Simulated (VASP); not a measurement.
# AlN (P6_3mc) in VASP: further runs

The runs below take AlN through G0W0 quasiparticle levels, with PBE.

Everything below comes from runs of VASP 6.6.1. Logs are shortened: lines on timing, memory, paths and dates and some standing lists are left out, and cuts for length are marked.

## (1) The crystal as given

The structure is hexagonal, space group P6_3mc (No. 186). The conventional cell has a = 3.113 Å, b = 3.113 Å, c = 4.981 Å, α = 90.00°, β = 90.00°, γ = 120.00°. Around Al (site symmetry 3m) lie 4 N at 1.89 Å. N (site symmetry 3m) has 4 Al at 1.89 Å as nearest neighbours.

## (2) G0W0 quasiparticle levels, PBE

Input file POSCAR:

```
AlN
1.0
    3.1130000000      0.0000000000      0.0000000000
   -1.5565000000      2.6959370820      0.0000000000
    0.0000000000      0.0000000000      4.9810000000
Al N
2 2
Direct
    0.6666666667      0.3333333333      0.5000000000
    0.3333333333      0.6666666667      0.0000000000
    0.6666666667      0.3333333333      0.8800000000
    0.3333333333      0.6666666667      0.3800000000
```

Input file INCAR.step1:

```
  PREC = Accurate
  ENCUT = 450
  EDIFF = 1E-8
  ISMEAR = 0
  SIGMA = 0.01
  LREAL = False
  LASPH = True
  NELM = 80
  ALGO = Normal
  LWAVE = True
  LCHARG = False
  GGA = PE
```

Input file INCAR.step2:

```
  PREC = Accurate
  ENCUT = 450
  EDIFF = 1E-8
  ISMEAR = 0
  SIGMA = 0.01
  LREAL = False
  LASPH = True
  NELM = 1
  ALGO = Exact
  LWAVE = True
  LCHARG = False
  GGA = PE
  NBANDS = 33
  LOPTICS = True
  ISTART = 1
```

Input file INCAR.step3:

```
  PREC = Accurate
  ENCUT = 450
  EDIFF = 1E-8
  ISMEAR = 0
  SIGMA = 0.01
  LREAL = False
  LASPH = True
  ALGO = EVGW0
  LWAVE = False
  LCHARG = False
  GGA = PE
  NELMGW = 1
  NBANDS = 33
  ENCUTGW = 75
  NOMEGA = 48
  PRECFOCK = Fast
  ISTART = 1
  NBANDSGW = 16
```

Input file KPOINTS:

```
Automatic mesh
0
Gamma
  4 4 3
```

Potentials or basis: VASP PAW PBE potentials, release 64 (Al_GW, N_GW).

Run with:

```sh
$ cat potpaw_PBE.64/Al_GW/POTCAR potpaw_PBE.64/N_GW/POTCAR > POTCAR
$ cp INCAR.step1 INCAR
$ mpirun -np 1 vasp_std > vasp.out
$ cp INCAR.step2 INCAR
$ mpirun -np 1 vasp_std > vasp.out
$ cp INCAR.step3 INCAR
$ mpirun -np 1 vasp_std > vasp.out
```

OUTCAR:

```text
PREC = Accurate
   ENCUT = 450
   EDIFF = 1E-8
   ISMEAR = 0
   LREAL = False
   LASPH = True
   GGA = PE
   NELMGW = 1
   ENCUTGW = 75
   PRECFOCK = Fast
   ISTART = 1

 Found      8 irreducible k-points:

 Following reciprocal coordinates:
            Coordinates               Weight
  0.000000  0.000000  0.000000      1.000000
  0.250000 -0.000000  0.000000      6.000000
  0.500000 -0.000000  0.000000      3.000000
  0.250000  0.250000  0.000000      6.000000
  0.000000  0.000000  0.333333      2.000000
  0.250000 -0.000000  0.333333     12.000000
   k-points           NKPTS =      8   k-points in BZ     NKDIM =     48   number of bands    NBANDS=     33
   number of dos      NEDOS =    301   number of ions     NIONS =      4
   total plane-waves  NPLWV =  20736
   dimension x,y,z NGX =    24 NGY =   24 NGZ =   36
   dimension x,y,z NGXF=    48 NGYF=   48 NGZF=   72
   ions per type =               2   2
   NGX,Y,Z   is equivalent  to a cutoff of  12.82, 12.82, 12.02 a.u.
   NGXF,Y,Z  is equivalent  to a cutoff of  25.63, 25.63, 24.03 a.u.
 SYSTEM =  unknown system
   PREC   = accura    normal or accurate (medium, high low for compatibility)
   ISTART =      1    job   : 0-new  1-cont  2-samecut
   ICHARG =      0    charge: 1-file 2-atom 10-const
   ISPIN  =      1    spin polarized calculation?
   LNONCOLLINEAR =      F non collinear calculations
   LSORBIT =      F    spin-orbit coupling
   LASPH  =      T    aspherical Exc in radial PAW
   ENCUT  =  450.0 eV  33.07 Ry    5.75 a.u.   5.38  5.38  8.62*2*pi/ulx,y,z
   NELM   =     60;   NELMIN=  2; NELMDL=  0     # of ELM steps
   EDIFF  = 0.1E-07   stopping-criterion for ELM
   LREAL  =      F    real-space projection
   EDIFFG = 0.1E-06   stopping-criterion for IOM
   NSW    =      0    number of steps for IOM
   IBRION =     -1    ionic relax: 0-MD 1-quasi-New 2-CG
   NFREE  =      0    steps in history (QN), initial steepest desc. (CG)
   ISIF   =      0    stress and relaxation
   ISYM   =      3    0-nonsym 1-usesym 2-fastsym
   POTIM  = 0.5000    time-step for ionic-motion
   TEBEG  =    0.0;   TEEND  =   0.0 temperature during run
   PSTRESS=    0.0 pullay stress
   NELECT =      16.0000    total number of electrons
   NUPDOWN=      -1.0000    fix difference up-down
   EMIN   =  10.00;   EMAX   =-10.00  energy-range for DOS
   EFERMI =   0.00;   METHOD = LEGACY
   ISMEAR =     0;   SIGMA  =   0.01  broadening in eV -4-tet -1-fermi 0-gaus
   EFERMI_NEDOS =   21; number of points for ismear=-14 and -15
   IALGO  =     38    algorithm
   IMIX   =      4    mixing-type and parameters
     AMIX     =   0.40;   BMIX     =  1.00
     AMIX_MAG =   1.60;   BMIX_MAG =  1.00
  volume/ion in A,a.u.               =      10.45        70.52
  Fermi-wavevector in a.u.,A,eV,Ry     =   1.188629  2.246183 19.222843  1.412839
  Thomas-Fermi vector in A             =   2.324754
   LORBIT       =      0    0 simple, 1 ext, 2 COOP (PROOUT), +10 PAW based schemes
   GGA     = PE    functional components
   LHFCALC =     T    Hartree Fock is set to
   PRECFOCK=fast      Normal, Fast or Accurate (Low or Medium for compatibility)
   ENCUT4O =  -1.0   cutoff for four orbital integrals eV
   NKREDX  =     1    reduce k-point grid by
   NKREDY  =     1    reduce k-point grid by
   NKREDZ  =     1    reduce k-point grid by
   AEXX    =    1.0000 exact exchange contribution
   HFSCREEN=    0.0000 screening length (either q_TF or 0.3 A-1)
   HFSCREENC=   0.0000 screening length for correlation (either q_TF or 0.3 A-1)
   ENCUTFOCK=  -1.0 apply spherical cutoff to Coloumb kernel
   IVDW    =     0    specifies the selected vdW correction
   LEPSILON=     F    determine dielectric tensor
   LRPA    =     F    only Hartree local field effects (RPA)
   LRPAFORCE           =     F    calculate RPA forces
   ENCUTGW             =  75.0    cutoff for response function in eV
   ENCUTGWSOFT         =  60.0    soft cutoff for Coulomb kernel in GW response function in eV
   ENCUTLF             =  -1.0    cutoff for local field effects
   NELMGW              =     1    number of iterations in solving QP/BSE equation
   NELMHF              =     1    number of iterations in the inner HF iteration
   NKREDLFX            =     1    NKREDLFY  =   1   NKREDLFZ  =   1
 non-spin polarized calculation
 Gauss-broadening in eV      SIGMA  =   0.01
  energy-cutoff  :      450.00
  volume of cell :       41.80
 maximum number of plane-waves:       929
 NGX is ok and might be reduce to    24
  NGX = 12; NGY = 12; NGZ = 20
   NGX = 11   NGY = 11   NGZ = 17
 maximum number of plane-waves:        70
 NGX is ok and might be reduce to    10

 QP shifts <psi_nk| G(iteration)W_0 |psi_nk>: iteration 1
 for sc-GW calculations column KS-energies equals QP-energies in previous step
 and V_xc(KS)=  KS-energies - (<T + V_ion + V_H > + <T+V_H+V_ion>^1  + <V_x>^1)

 k-point   1 :       0.0000    0.0000    0.0000
  band No.  KS-energies  QP-energies   sigma(KS)   V_xc(KS)     V^pw_x(r,r')   Z            occupation Imag(sigma)

      1     -10.0517     -11.2462     -16.4408     -14.7935     -24.7724       0.7252       2.0000       1.3978
      2      -7.9009      -8.9258     -17.7752     -16.3505     -25.8675       0.7194       2.0000       1.0621
      3      -0.8685      -1.7469     -13.8470     -12.6477     -18.5133       0.7324       2.0000       0.2285
      4       4.2844       3.9829     -16.6874     -16.3010     -20.6613       0.7804       2.0000       0.1159
      5       4.2844       3.9829     -16.6874     -16.3010     -20.6613       0.7804       2.0000       0.1159
      6       4.9402       4.7715     -16.9834     -16.7686     -20.8670       0.7854       2.0000       0.1096
[... 8 lines left out ...]
     15      18.2584      19.9889      -8.3369     -10.4987      -4.0010       0.8005       0.0000      -0.1596
     16      18.2584      19.9889      -8.3369     -10.4987      -4.0010       0.8005       0.0000      -0.1596

 k-point   2 :       0.2500   -0.0000    0.0000
  band No.  KS-energies  QP-energies   sigma(KS)   V_xc(KS)     V^pw_x(r,r')   Z            occupation Imag(sigma)

      1      -9.3043     -10.4355     -16.7620     -15.2088     -25.0037       0.7284       2.0000       1.2805
      2      -7.5334      -8.5296     -18.0373     -16.6509     -26.0867       0.7185       2.0000       1.0030
      3       0.0452      -0.7781     -14.1463     -13.0407     -18.5734       0.7446       2.0000       0.1852
      4       1.6879       1.0072     -15.0040     -14.1112     -19.1139       0.7624       2.0000       0.1408
      5       2.6847       2.1592     -15.7169     -15.0358     -19.6830       0.7714       2.0000       0.1276
      6       3.5764       3.1373     -16.1960     -15.6297     -20.2106       0.7756       2.0000       0.1242
[... 8 lines left out ...]
     15      17.2389      19.0534      -9.5831     -11.8950      -5.2159       0.7849       0.0000      -0.1558
     16      18.4032      20.0654      -8.6360     -10.7356      -4.1480       0.7917       0.0000      -0.2066

 k-point   3 :       0.5000   -0.0000    0.0000
  band No.  KS-energies  QP-energies   sigma(KS)   V_xc(KS)     V^pw_x(r,r')   Z            occupation Imag(sigma)

      1      -8.0883      -9.1280     -17.6328     -16.1987     -25.7436       0.7250       2.0000       1.0911
      2      -7.3924      -8.3810     -18.0857     -16.7086     -26.0999       0.7179       2.0000       0.9751
      3      -0.3106      -1.1792     -14.1639     -12.9939     -18.6816       0.7424       2.0000       0.1952
      4       0.9790       0.2330     -14.9297     -13.9404     -19.2462       0.7540       2.0000       0.1590
      5       1.7794       1.1233     -15.0791     -14.2168     -19.2476       0.7609       2.0000       0.1452
      6       3.0536       2.5256     -15.9397     -15.2545     -20.0245       0.7706       2.0000       0.1295
[... 8 lines left out ...]
     15      17.9676      19.7997      -9.9961     -12.3482      -5.6068       0.7789       0.0000      -0.1845
     16      20.2799      21.7619      -8.1755     -10.1070      -3.0588       0.7673       0.0000      -0.3009

 k-point   4 :       0.2500    0.2500    0.0000
  band No.  KS-energies  QP-energies   sigma(KS)   V_xc(KS)     V^pw_x(r,r')   Z            occupation Imag(sigma)

      1      -8.1838      -9.2228     -17.4833     -16.0417     -25.5922       0.7208       2.0000       1.0960
      2      -7.3110      -8.2913     -18.2264     -16.8667     -26.2559       0.7209       2.0000       0.9676
      3       0.5322      -0.2888     -14.4387     -13.3496     -18.7304       0.7539       2.0000       0.1637
      4       1.0568       0.3190     -14.7792     -13.8037     -19.0480       0.7564       2.0000       0.1552
      5       1.5915       0.9090     -14.8160     -13.9194     -18.9507       0.7612       2.0000       0.1468
      6       2.2865       1.6958     -15.3684     -14.5978     -19.4158       0.7667       2.0000       0.1342
[... 8 lines left out ...]
     15      17.3157      19.1863      -9.9075     -12.2912      -5.5498       0.7847       0.0000      -0.1631
     16      19.7666      21.4715      -9.3060     -11.5002      -4.3477       0.7770       0.0000      -0.3075

 k-point   5 :       0.0000    0.0000    0.3333
  band No.  KS-energies  QP-energies   sigma(KS)   V_xc(KS)     V^pw_x(r,r')   Z            occupation Imag(sigma)

      1      -9.6366     -10.7949     -16.6016     -15.0033     -24.8779       0.7247       2.0000       1.3328
      2      -8.6034      -9.6817     -17.1676     -15.6804     -25.3203       0.7251       2.0000       1.1683
      3       0.4767      -0.2914     -14.6550     -13.6285     -19.0538       0.7482       2.0000       0.1709
      4       3.2314       2.8095     -15.8153     -15.2718     -19.6411       0.7763       2.0000       0.1215
      5       4.4415       4.1697     -16.7578     -16.4101     -20.7103       0.7818       2.0000       0.1142
      6       4.4415       4.1697     -16.7578     -16.4101     -20.7103       0.7818       2.0000       0.1142
[... 8 lines left out ...]
     15      17.1524      18.7469      -8.0814     -10.0608      -3.9099       0.8056       0.0000      -0.1347
     16      17.1524      18.7469      -8.0814     -10.0608      -3.9099       0.8056       0.0000      -0.1347

 k-point   6 :       0.2500   -0.0000    0.3333
  band No.  KS-energies  QP-energies   sigma(KS)   V_xc(KS)     V^pw_x(r,r')   Z            occupation Imag(sigma)

      1      -8.9399     -10.0380     -16.9488     -15.4331     -25.1425       0.7245       2.0000       1.2193
      2      -8.0738      -9.1098     -17.5329     -16.0983     -25.6254       0.7221       2.0000       1.0801
      3       0.5772      -0.1809     -14.7306     -13.7204     -19.1077       0.7505       2.0000       0.1668
      4       1.6876       1.0467     -15.2797     -14.4378     -19.4158       0.7613       2.0000       0.1402
      5       2.7397       2.1846     -15.4585     -14.7395     -19.4404       0.7719       2.0000       0.1303
      6       3.8308       3.4377     -16.3237     -15.8186     -20.3041       0.7785       2.0000       0.1214
[... 8 lines left out ...]
     15      17.4708      19.0939      -8.4147     -10.4448      -4.1306       0.7995       0.0000      -0.1587
     16      18.3466      20.0461      -8.8163     -10.9654      -4.3008       0.7908       0.0000      -0.2063

 [... further k-points ...]
```

Wall time 46 s (1 thread of Intel Xeon Platinum 8259CL at 2.50GHz (Skylake/Cascade Lake), shared host); peak memory 0.32 GiB.

These settings aren't checked as converged: the numbers below hold their error.

Results:

```
Band gap on the k mesh, mean-field level : 4.21 eV, direct
Quasiparticle gap                        : 5.50 eV
Least direct quasiparticle gap           : 5.50 eV
```

Caveat: the k mesh is coarse (spacing up to 0.58 Å⁻¹), so the values aren't converged; bands, screening cutoff and mesh are small and nothing is extrapolated, so the quasiparticle values aren't converged.

## (3) G0W0 quasiparticle levels, PBE

POSCAR is that of step 2.

INCAR.step1 is that of step 2.

Edit INCAR.step2 of step 2 so:

```diff
@@ -12,3 +12,3 @@
   GGA = PE
-  NBANDS = 33
+  NBANDS = 58
   LOPTICS = True
```

Edit INCAR.step3 of step 2 so:

```diff
@@ -12,3 +12,3 @@
   NELMGW = 1
-  NBANDS = 33
+  NBANDS = 58
   ENCUTGW = 75
```

KPOINTS is that of step 2.

Potentials or basis: VASP PAW PBE potentials, release 64 (Al_GW, N_GW).

Run with:

```sh
$ cat potpaw_PBE.64/Al_GW/POTCAR potpaw_PBE.64/N_GW/POTCAR > POTCAR
$ cp INCAR.step1 INCAR
$ mpirun -np 1 vasp_std > vasp.out
$ cp INCAR.step2 INCAR
$ mpirun -np 1 vasp_std > vasp.out
$ cp INCAR.step3 INCAR
$ mpirun -np 1 vasp_std > vasp.out
```

OUTCAR:

```text
PREC = Accurate
   ENCUT = 450
   EDIFF = 1E-8
   ISMEAR = 0
   LREAL = False
   LASPH = True
   GGA = PE
   NELMGW = 1
   ENCUTGW = 75
   PRECFOCK = Fast
   ISTART = 1

 Found      8 irreducible k-points:

 Following reciprocal coordinates:
            Coordinates               Weight
  0.000000  0.000000  0.000000      1.000000
  0.250000 -0.000000  0.000000      6.000000
  0.500000 -0.000000  0.000000      3.000000
  0.250000  0.250000  0.000000      6.000000
  0.000000  0.000000  0.333333      2.000000
  0.250000 -0.000000  0.333333     12.000000
[... 62 lines left out ...]
   NELMHF              =     1    number of iterations in the inner HF iteration
   NKREDLFX            =     1    NKREDLFY  =   1   NKREDLFZ  =   1
 non-spin polarized calculation
 Gauss-broadening in eV      SIGMA  =   0.01
  energy-cutoff  :      450.00
  volume of cell :       41.80
 maximum number of plane-waves:       929
 NGX is ok and might be reduce to    24
  NGX = 12; NGY = 12; NGZ = 20
   NGX = 11   NGY = 11   NGZ = 17
 maximum number of plane-waves:        70
 NGX is ok and might be reduce to    10

 QP shifts <psi_nk| G(iteration)W_0 |psi_nk>: iteration 1
 for sc-GW calculations column KS-energies equals QP-energies in previous step
 and V_xc(KS)=  KS-energies - (<T + V_ion + V_H > + <T+V_H+V_ion>^1  + <V_x>^1)

 k-point   1 :       0.0000    0.0000    0.0000
  band No.  KS-energies  QP-energies   sigma(KS)   V_xc(KS)     V^pw_x(r,r')   Z            occupation Imag(sigma)

      1     -10.0517     -11.3296     -16.5600     -14.7935     -24.7724       0.7235       2.0000       1.2736
      2      -7.9009      -9.0070     -17.8853     -16.3505     -25.8675       0.7207       2.0000       0.9747
      3      -0.8685      -1.9047     -14.0642     -12.6477     -18.5133       0.7315       2.0000       0.2175
      4       4.2844       3.7815     -16.9464     -16.3010     -20.6613       0.7794       2.0000       0.0957
      5       4.2844       3.7815     -16.9464     -16.3010     -20.6613       0.7794       2.0000       0.0957
      6       4.9402       4.5614     -17.2523     -16.7686     -20.8670       0.7833       2.0000       0.0894
[... 96 lines left out ...]
      3       0.5772      -0.3500     -14.9562     -13.7204     -19.1077       0.7503       2.0000       0.1586
      4       1.6876       0.8687     -15.5118     -14.4378     -19.4158       0.7625       2.0000       0.1306
      5       2.7397       1.9942     -15.7044     -14.7395     -19.4404       0.7725       2.0000       0.1135
      6       3.8308       3.2397     -16.5788     -15.8186     -20.3041       0.7776       2.0000       0.1007
[... 8 lines left out ...]
     15      17.4708      18.7020      -8.8973     -10.4448      -4.1306       0.7956       0.0000      -0.1597
     16      18.3466      19.6543      -9.3035     -10.9654      -4.3008       0.7869       0.0000      -0.2060

 [... further k-points ...]
```

OUTCAR.step2:

```text
PREC = Accurate
   ENCUT = 450
   EDIFF = 1E-8
   ISMEAR = 0
   LREAL = False
[... 587 lines left out ...]
     0.00000     4.97885     4.97885     4.90646     0.00000    -0.00000    -0.00000
     0.87910     5.02785     5.02785     4.95703     0.00000    -0.00000    -0.00000
     1.75821     5.18825     5.18825     5.12407     0.00000    -0.00000    -0.00000
     2.63731     5.50822     5.50822     5.46638     0.00000    -0.00000    -0.00000
     3.51641     6.16999     6.16999     6.24946     0.00000    -0.00000    -0.00000
     4.39552     6.20230     6.20230     4.20590     0.00000    -0.00000    -0.00000
[... 92 lines left out ...]
    86.15213     0.93060     0.93060     0.93217    -0.00000     0.00000    -0.00000
    87.03124     0.93215     0.93215     0.93369    -0.00000     0.00000    -0.00000
```

Wall time 58 s (1 thread of Intel Xeon Platinum 8259CL at 2.50GHz (Skylake/Cascade Lake), shared host); peak memory 0.33 GiB.

The run converged, but some of its settings lie outside the range that counts as converged, so its numbers aren't taken as properties of the crystal.

What came out:

```
Band gap on the k mesh, mean-field level : 4.21 eV, direct
Quasiparticle gap                        : 5.48 eV
Least direct quasiparticle gap           : 5.48 eV
```

Caveat: the k mesh is coarse (spacing up to 0.58 Å⁻¹), so the values aren't converged; bands, screening cutoff and mesh are small and nothing is extrapolated, so the quasiparticle values aren't converged.

(Continued in part 2 of 3.)
